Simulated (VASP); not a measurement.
# SnSe in VASP: notebook

Runs on SnSe. Level: PBE. Tasks: single point.

All numbers are computed with VASP 6.6.1; they aren't measurements. Logs are shortened: lines on timing, memory, paths and dates and some standing lists are left out, and cuts for length are marked.

### Step 1. The slab as given

The cell holds a slab with vacuum, 4 atoms: a = 4.285 Å, b = 4.285 Å, c = 17.809 Å, α = 90.00°, β = 90.00°, γ = 90.00°.

### Step 2. Single point, PBE

INCAR reads:

```
PREC     = Accurate       # precision mode
ENCUT    = 600            # plane-wave cutoff, eV
EDIFF    = 1E-7           # SCF threshold, eV
ISMEAR   = 0              # smearing method
SIGMA    = 0.05           # smearing width, eV
LREAL    = False          # projectors in reciprocal space
LASPH    = True           # aspherical terms in the spheres
NELM     = 120            # most SCF steps
ALGO     = Normal         # electronic algorithm
ISIF     = 2              # what is computed and relaxed
LWAVE    = False          # write WAVECAR
LCHARG   = False          # write CHGCAR
LDIPOL   = True         
IDIPOL   = 3            
DIPOL    = 0.5 0.5 0.500
GGA      = PE             # functional
NBANDS   = 32             # bands
LVHAR    = True         
LVACPOTAV= True
```

KPOINTS reads:

```
regular mesh
0
Gamma
  7 7 1
```

POSCAR reads:

```
SnSe
1.0
    4.2853274200      0.0000000000      0.0000000000
    0.0000000000      4.2853274200      0.0000000000
    0.0000000000      0.0000000000     17.8085810303
Sn Se
2 2
Direct
    0.5000000000      0.0000000000      0.4211452887
    0.0000000000      0.5000000000      0.5788547113
    0.0000000000      0.5000000000      0.4283854055
    0.5000000000      0.0000000000      0.5716145945
```

Potentials or basis: VASP PAW PBE potentials, release 64 (Sn_d, Se).

On the command line:

```bash
cat potpaw_PBE.64/Sn_d/POTCAR potpaw_PBE.64/Se/POTCAR > POTCAR
mpirun -np 1 vasp_std > vasp.out
```

OUTCAR:

```text
PREC = Accurate
   ENCUT = 600
   EDIFF = 1E-7
   ISMEAR = 0
   LREAL = False
   LASPH = True
   NELM = 120
   ISIF = 2
   GGA = PE

 Found     10 irreducible k-points:

 Following reciprocal coordinates:
            Coordinates               Weight
  0.000000  0.000000  0.000000      1.000000
  0.142857  0.000000  0.000000      4.000000
  0.285714  0.000000  0.000000      4.000000
  0.428571  0.000000  0.000000      4.000000
  0.142857  0.142857  0.000000      4.000000
  0.285714  0.142857  0.000000      8.000000
   k-points           NKPTS =     10   k-points in BZ     NKDIM =     10   number of bands    NBANDS=     32
   number of dos      NEDOS =    301   number of ions     NIONS =      4
   total plane-waves  NPLWV = 186624
   dimension x,y,z NGX =    36 NGY =   36 NGZ =  144
   dimension x,y,z NGXF=    72 NGYF=   72 NGZF=  288
   ions per type =               2   2
   NGX,Y,Z   is equivalent  to a cutoff of  13.97, 13.97, 13.44 a.u.
   NGXF,Y,Z  is equivalent  to a cutoff of  27.93, 27.93, 26.89 a.u.
 SYSTEM =  unknown system
   PREC   = accura    normal or accurate (medium, high low for compatibility)
   ISTART =      0    job   : 0-new  1-cont  2-samecut
   ICHARG =      2    charge: 1-file 2-atom 10-const
   ISPIN  =      1    spin polarized calculation?
   LNONCOLLINEAR =      F non collinear calculations
   LSORBIT =      F    spin-orbit coupling
   LASPH  =      T    aspherical Exc in radial PAW
   ENCUT  =  600.0 eV  44.10 Ry    6.64 a.u.   8.56  8.56 35.57*2*pi/ulx,y,z
   NELM   =    120;   NELMIN=  2; NELMDL= -5     # of ELM steps
   EDIFF  = 0.1E-06   stopping-criterion for ELM
   LREAL  =      F    real-space projection
   EDIFFG = 0.1E-05   stopping-criterion for IOM
   NSW    =      0    number of steps for IOM
   IBRION =     -1    ionic relax: 0-MD 1-quasi-New 2-CG
   NFREE  =      0    steps in history (QN), initial steepest desc. (CG)
   ISIF   =      2    stress and relaxation
   ISYM   =      2    0-nonsym 1-usesym 2-fastsym
   POTIM  = 0.5000    time-step for ionic-motion
   TEBEG  =    0.0;   TEEND  =   0.0 temperature during run
   PSTRESS=    0.0 pullay stress
   NELECT =      40.0000    total number of electrons
   NUPDOWN=      -1.0000    fix difference up-down
   EMIN   =  10.00;   EMAX   =-10.00  energy-range for DOS
   EFERMI =   0.00;   METHOD = LEGACY
   ISMEAR =     0;   SIGMA  =   0.05  broadening in eV -4-tet -1-fermi 0-gaus
   EFERMI_NEDOS =   21; number of points for ismear=-14 and -15
   IALGO  =     38    algorithm
   IMIX   =      4    mixing-type and parameters
     AMIX     =   0.40;   BMIX     =  1.00
     AMIX_MAG =   1.60;   BMIX_MAG =  1.00
  volume/ion in A,a.u.               =      81.76       551.74
  Fermi-wavevector in a.u.,A,eV,Ry     =   0.812635  1.535658  8.984964  0.660376
  Thomas-Fermi vector in A             =   1.922214
   LORBIT       =      0    0 simple, 1 ext, 2 COOP (PROOUT), +10 PAW based schemes
   GGA     = PE    functional components
   LHFCALC =     F    Hartree Fock is set to
   AEXX    =    0.0000 exact exchange contribution
   IVDW    =     0    specifies the selected vdW correction
   LEPSILON=     F    determine dielectric tensor
   LRPA    =     F    only Hartree local field effects (RPA)
 non-spin polarized calculation
 Gauss-broadening in eV      SIGMA  =   0.05
  energy-cutoff  :      600.00
  volume of cell :      327.04
 maximum number of plane-waves:     10961
 NGX is ok and might be reduce to    36
   NGX = 17   NGY = 17   NGZ = 71

 number of electron      40.0000010 magnetization

 dipolmoment           0.000000      0.000000      0.000000 electrons x Angstroem

 Free energy of the ion-electron system (eV)
  ---------------------------------------------------
  ext. energy  EPLUGINS =         0.00000000
  ---------------------------------------------------
  free energy    TOTEN  =       -16.24097157 eV

  energy without entropy =      -16.24097157  energy(sigma->0) =      -16.24097157

 E-fermi :  -0.8765     XC(G=0):  -3.8105

 val. band max:       -1.1522566258   @ k =   0.4286   0.0000   0.0000
 cond. band min:      -0.1644606643   @ k =   0.4286   0.0000   0.0000
 fundamental gap:      0.9877959615
 Fermi energy:        -0.8765326087

 k-point     1 :       0.0000    0.0000    0.0000
  band No.  band energies     occupation
      1     -22.4271      2.00000
      2     -22.4217      2.00000
      3     -22.4180      2.00000
      4     -22.4111      2.00000
      5     -22.4047      2.00000
      6     -22.3769      2.00000
      7     -22.3754      2.00000
      8     -22.3754      2.00000
      9     -22.3615      2.00000
     10     -22.3615      2.00000
     11     -14.6104      2.00000
     12     -13.4250      2.00000
     13      -7.5229      2.00000
     14      -6.2349      2.00000
     15      -4.6956      2.00000
     16      -4.3152      2.00000
     17      -4.3152      2.00000
     18      -2.9890      2.00000
     19      -2.9890      2.00000
     20      -1.5789      2.00000
     21       0.2541      0.00000
     22       2.5031      0.00000
     23       2.5624      0.00000
     24       3.1254      0.00000
     25       3.1254      0.00000
     26       3.5794      0.00000
     27       3.6339      0.00000
     28       4.3662      0.00000
     29       4.4343      0.00000
     30       4.4343      0.00000
     31       4.4584      0.00000
     32       6.1353      0.00000

 k-point     2 :       0.1429    0.0000    0.0000
  band No.  band energies     occupation
      1     -22.4252      2.00000
      2     -22.4203      2.00000
      3     -22.4191      2.00000
      4     -22.4130      2.00000
      5     -22.4021      2.00000
      6     -22.3771      2.00000
      7     -22.3752      2.00000
      8     -22.3743      2.00000
      9     -22.3627      2.00000
     10     -22.3620      2.00000
     11     -14.5174      2.00000
     12     -13.4181      2.00000
     13      -7.8127      2.00000
     14      -6.6356      2.00000
     15      -4.6535      2.00000
     16      -4.1608      2.00000
     17      -4.0421      2.00000
     18      -2.8782      2.00000
     19      -2.5282      2.00000
     20      -1.6836      2.00000
     21       0.3530      0.00000
     22       2.0407      0.00000
     23       2.3812      0.00000
     24       2.7533      0.00000
     25       2.7900      0.00000
     26       3.6819      0.00000
     27       3.7071      0.00000
     28       3.7639      0.00000
     29       4.0399      0.00000
     30       4.4072      0.00000
     31       5.1118      0.00000
     32       5.8398      0.00000

 k-point     3 :       0.2857    0.0000    0.0000
  band No.  band energies     occupation
      1     -22.4214      2.00000
      2     -22.4210      2.00000
      3     -22.4175      2.00000
      4     -22.4174      2.00000
      5     -22.3954      2.00000
      6     -22.3784      2.00000
      7     -22.3744      2.00000
      8     -22.3718      2.00000
      9     -22.3657      2.00000
     10     -22.3634      2.00000
     11     -14.2602      2.00000
     12     -13.4443      2.00000
     13      -8.3000      2.00000
     14      -7.4528      2.00000
     15      -4.3577      2.00000
     16      -3.7222      2.00000
     17      -3.5005      2.00000
     18      -2.6361      2.00000
     19      -1.9776      2.00000
     20      -1.6453      2.00000
     21       0.5932      0.00000
     22       0.7192      0.00000
     23       1.2127      0.00000
     24       2.0882      0.00000
     25       2.3280      0.00000
     26       2.9817      0.00000
     27       3.5972      0.00000
     28       4.1214      0.00000
     29       4.6270      0.00000
     30       4.9350      0.00000
     31       5.5950      0.00000
     32       6.3668      0.00000

 k-point     4 :       0.4286    0.0000    0.0000
  band No.  band energies     occupation
      1     -22.4227      2.00000
      2     -22.4213      2.00000
      3     -22.4174      2.00000
      4     -22.4160      2.00000
      5     -22.3876      2.00000
      6     -22.3817      2.00000
      7     -22.3722      2.00000
      8     -22.3690      2.00000
      9     -22.3687      2.00000
     10     -22.3657      2.00000
     11     -13.9125      2.00000
     12     -13.6028      2.00000
     13      -8.4796      2.00000
     14      -8.1633      2.00000
     15      -3.8475      2.00000
     16      -3.3551      2.00000
     17      -3.1047      2.00000
     18      -2.6181      2.00000
     19      -1.8906      2.00000
     20      -1.1523      2.00000
     21      -0.1645      0.00000
     22       0.6662      0.00000
     23       0.8218      0.00000
     24       1.1650      0.00000
     25       1.3902      0.00000
     26       2.2738      0.00000
     27       4.1279      0.00000
     28       4.7060      0.00000
     29       5.2259      0.00000
     30       5.2838      0.00000
     31       5.9082      0.00000
     32       6.1843      0.00000

 k-point     5 :       0.1429    0.1429    0.0000
  band No.  band energies     occupation
      1     -22.4231      2.00000
      2     -22.4205      2.00000
      3     -22.4187      2.00000
      4     -22.4158      2.00000
      5     -22.3990      2.00000
      6     -22.3773      2.00000
      7     -22.3763      2.00000
      8     -22.3724      2.00000
      9     -22.3647      2.00000
     10     -22.3616      2.00000
     11     -14.4269      2.00000
     12     -13.4088      2.00000
     13      -7.9390      2.00000
     14      -6.8655      2.00000
     15      -4.7442      2.00000
     16      -4.5568      2.00000
     17      -3.3311      2.00000
     18      -3.2306      2.00000
     19      -1.8627      2.00000
     20      -1.7076      2.00000
     21       0.4778      0.00000
     22       0.9377      0.00000
     23       2.1697      0.00000
     24       2.8280      0.00000
     25       2.9535      0.00000
     26       3.1979      0.00000
     27       3.6705      0.00000
     28       3.8654      0.00000
     29       4.4313      0.00000
     30       4.9812      0.00000
     31       5.3043      0.00000
     32       5.7809      0.00000

 k-point     6 :       0.2857    0.1429    0.0000
  band No.  band energies     occupation
      1     -22.4236      2.00000
      2     -22.4209      2.00000
      3     -22.4187      2.00000
      4     -22.4156      2.00000
      5     -22.3925      2.00000
      6     -22.3782      2.00000
      7     -22.3765      2.00000
      8     -22.3696      2.00000
      9     -22.3680      2.00000
     10     -22.3623      2.00000
     11     -14.1787      2.00000
     12     -13.4255      2.00000
     13      -8.2234      2.00000
     14      -7.4530      2.00000
     15      -4.7860      2.00000
     16      -4.2659      2.00000
     17      -3.3635      2.00000
     18      -2.7922      2.00000
     19      -1.8564      2.00000
     20      -1.6233      2.00000
     21       0.5874      0.00000
     22       0.6337      0.00000
     23       0.9981      0.00000
     24       2.2363      0.00000
     25       3.0747      0.00000
     26       3.5192      0.00000
     27       3.6917      0.00000
     28       4.2680      0.00000
     29       4.7778      0.00000
     30       4.8768      0.00000
     31       5.6780      0.00000
     32       6.5412      0.00000

 [... further k-points ...]
[... 5 lines left out ...]
  --------------------------------------------------------------------------------------
  -------------------------------------------------------------------------------------
  Total        0.7135572      0.7135572      1.0092918      0.0000000      0.0000000      0.0000000
  in kB        3.4957634      3.4957634      4.9445869      0.0000000      0.0000000      0.0000000
  external PRESSURE =       3.9787045 kB  Pullay stress =       0.0000000 kB

 VOLUME and BASIS-vectors are now :
 -----------------------------------------------------------------------------
  energy-cutoff  :      600.00
  volume of cell :      327.04
      direct lattice vectors                 reciprocal lattice vectors
     4.285327420  0.000000000  0.000000000     0.233354398  0.000000000  0.000000000
     0.000000000  4.285327420  0.000000000     0.000000000  0.233354398  0.000000000
     0.000000000  0.000000000 17.808581030     0.000000000  0.000000000  0.056152705

 POSITION                                       TOTAL-FORCE (eV/Angst)
 -----------------------------------------------------------------------------------
      2.14266      0.00000      7.50000         0.000000     -0.000000     -0.151334
      0.00000      2.14266     10.30858         0.000000     -0.000000      0.151334
      0.00000      2.14266      7.62894         0.000000     -0.000000     -0.232547
      2.14266      0.00000     10.17964         0.000000      0.000000      0.232547
 -----------------------------------------------------------------------------------
    total drift:                                0.000000      0.000000      0.000000

  FREE ENERGIE OF THE ION-ELECTRON SYSTEM (eV)
  ---------------------------------------------------
  free  energy   TOTEN  =       -16.2409715654 eV

  energy  without entropy=      -16.2409715654  energy(sigma->0) =      -16.24097157

 vacuum level on the upper side and lower side of the slab         3.175         3.175
```

Wall time 2.3 min (1 thread of Intel Xeon 6975P-C (Granite Rapids), shared host); peak memory 0.48 GiB.

The run converged, but some of its settings lie outside the range that counts as converged, so its numbers aren't taken as properties of the slab.

Results:

| Property | Result |
| --- | --- |
| Free energy | -16.2410 eV |
| Largest force | 0.233 eV/Å |
| Band gap on the k mesh | 0.99 eV, direct |
| Ionisation potential of the upper face | 4.33 eV |

Caveat: spin-orbit coupling is left out, which moves the levels of the heavy elements.

### Step 3. Single point, PBE

This run uses another cell than the first one, of 67.99 Å³/atom, 0.832 times its volume.

Edit INCAR of step 2 so:

```diff
@@ -1,3 +1,3 @@
 PREC     = Accurate       # precision mode
-ENCUT    = 600            # plane-wave cutoff, eV
+ENCUT    = 300            # plane-wave cutoff, eV
 EDIFF    = 1E-7           # SCF threshold, eV
```

KPOINTS reads:

```
regular mesh
0
Gamma
  2 2 1
```

POSCAR reads:

```
SnSe
1.0
    4.2853274200      0.0000000000      0.0000000000
    0.0000000000      4.2853274200      0.0000000000
    0.0000000000      0.0000000000     14.8085810303
Sn Se
2 2
Direct
    0.5000000000      0.0000000000      0.4051704878
    0.0000000000      0.5000000000      0.5948295122
    0.0000000000      0.5000000000      0.4138773454
    0.5000000000      0.0000000000      0.5861226546
```

Potentials or basis: VASP PAW PBE potentials, release 64 (Sn_d, Se).

On the command line:

```bash
cat potpaw_PBE.64/Sn_d/POTCAR potpaw_PBE.64/Se/POTCAR > POTCAR
mpirun -np 1 vasp_std > vasp.out
```

OUTCAR:

```text
PREC = Accurate
   ENCUT = 300
   EDIFF = 1E-7
   ISMEAR = 0
   LREAL = False
   LASPH = True
   NELM = 120
   ISIF = 2
   GGA = PE

 Found      3 irreducible k-points:

 Following reciprocal coordinates:
            Coordinates               Weight
  0.000000  0.000000  0.000000      1.000000
  0.500000  0.000000  0.000000      2.000000
  0.500000  0.500000  0.000000      1.000000
   k-points           NKPTS =      3   k-points in BZ     NKDIM =      3   number of bands    NBANDS=     32
   number of dos      NEDOS =    301   number of ions     NIONS =      4
   total plane-waves  NPLWV =  48384
   dimension x,y,z NGX =    24 NGY =   24 NGZ =   84
   dimension x,y,z NGXF=    48 NGYF=   48 NGZF=  168
   ions per type =               2   2
[... 183 lines left out ...]
  Total        2.8578271      2.8578271     -3.5649713      0.0000000      0.0000000      0.0000000
  in kB       16.8370137     16.8370137    -21.0031846      0.0000000      0.0000000      0.0000000
  external PRESSURE =       4.2236143 kB  Pullay stress =       0.0000000 kB

 VOLUME and BASIS-vectors are now :
 -----------------------------------------------------------------------------
  energy-cutoff  :      300.00
  volume of cell :      271.95
      direct lattice vectors                 reciprocal lattice vectors
     4.285327420  0.000000000  0.000000000     0.233354398  0.000000000  0.000000000
     0.000000000  4.285327420  0.000000000     0.000000000  0.233354398  0.000000000
     0.000000000  0.000000000 14.808581030     0.000000000  0.000000000  0.067528415

 POSITION                                       TOTAL-FORCE (eV/Angst)
 -----------------------------------------------------------------------------------
      2.14266      0.00000      6.00000         0.000000     -0.000000      0.389134
      0.00000      2.14266      8.80858         0.000000      0.000000     -0.389134
      0.00000      2.14266      6.12894         0.000000     -0.000000      0.904699
      2.14266      0.00000      8.67964         0.000000     -0.000000     -0.904699
 -----------------------------------------------------------------------------------
    total drift:                                0.000000      0.000000      0.000000

  FREE ENERGIE OF THE ION-ELECTRON SYSTEM (eV)
  ---------------------------------------------------
  free  energy   TOTEN  =       -15.4989876872 eV

  energy  without entropy=      -15.4989876872  energy(sigma->0) =      -15.49898769

 vacuum level on the upper side and lower side of the slab         3.814         3.814
```

Wall time 16 s (1 thread of Intel Xeon 6975P-C (Granite Rapids), shared host); peak memory 0.2 GiB.

These settings aren't checked as converged: the numbers below hold their error.

What came out:

| Quantity | Value |
| --- | --- |
| Free energy | -15.4990 eV |
| Largest force | 0.905 eV/Å |
| Band gap on the k mesh | 1.74 eV, direct |
| Ionisation potential of the upper face | 4.68 eV |

Caveat: the k mesh is coarse (spacing up to 0.73 Å⁻¹), so the values aren't converged; spin-orbit coupling is left out, which moves the levels of the heavy elements.

[end of part 1 of 2]
